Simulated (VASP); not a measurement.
Set up this calculation in VASP 6.6.1, as the native input.

| Quantity | Value |
| --- | --- |
| Task | single point |
| Functional | PBEsol |
| Potentials or basis | VASP PAW PBE potentials, release 64 (Sn_d) |
| Cutoff | 520 eV |
| k mesh | 6 × 6 × 6 |
| Occupations | gaussian, width 0.1 eV |
| Spin | no spin polarisation |
| Dipole correction | no |
| Further INCAR settings | ALGO = Normal; EDIFF = 1e-06; NBANDS = 28 |

The structure of Sn lies in POSCAR:

```
Sn
1.0
    1.7421044421      1.0058044686      7.5828459427
   -1.7421044421      1.0058044686      7.5828459427
    0.0000000000     -2.0116089372      7.5828459427
Sn
3
Direct
    0.0000000000      0.0000000000      0.0000000000
    0.2239850352      0.2239850352      0.2239850352
    0.7760149648      0.7760149648      0.7760149648
```

The cell was built by a generator and needn't be a form met in nature.

These files were run (other wordings do the same):

INCAR

```
SYSTEM = Sn
PREC = Accurate
ENCUT = 520
EDIFF = 1E-6
ISMEAR = 0
SIGMA = 0.1
LREAL = .FALSE.
LASPH = .TRUE.
NELM = 60
ALGO = Normal
ISIF = 2
LWAVE = .FALSE.
LCHARG = .FALSE.
GGA = PS
NBANDS = 28
```

KPOINTS

```
Automatic mesh
0
G
  6 6 6
  0 0 0
```

Potentials or basis: VASP PAW PBE potentials, release 64 (Sn_d).

Launch:

```bash
$ cat potpaw_PBE.64/Sn_d/POTCAR > POTCAR
$ mpirun -np 1 vasp_std > vasp.out
```

It gave:

| Property | Result |
| --- | --- |
| Pressure | -0.1 GPa |
| Largest force | 0.007 eV/Å |
| Band gap on the k mesh | none (metal or under the smearing width) |

Caveat: the PAW data sets were made with another functional, which shifts forces and pressure a little.

Wall time 3 min on 1 thread of Intel(R) Xeon(R) Platinum 8488C (Sapphire Rapids), with other jobs on the host, peak memory 0.46 GiB.
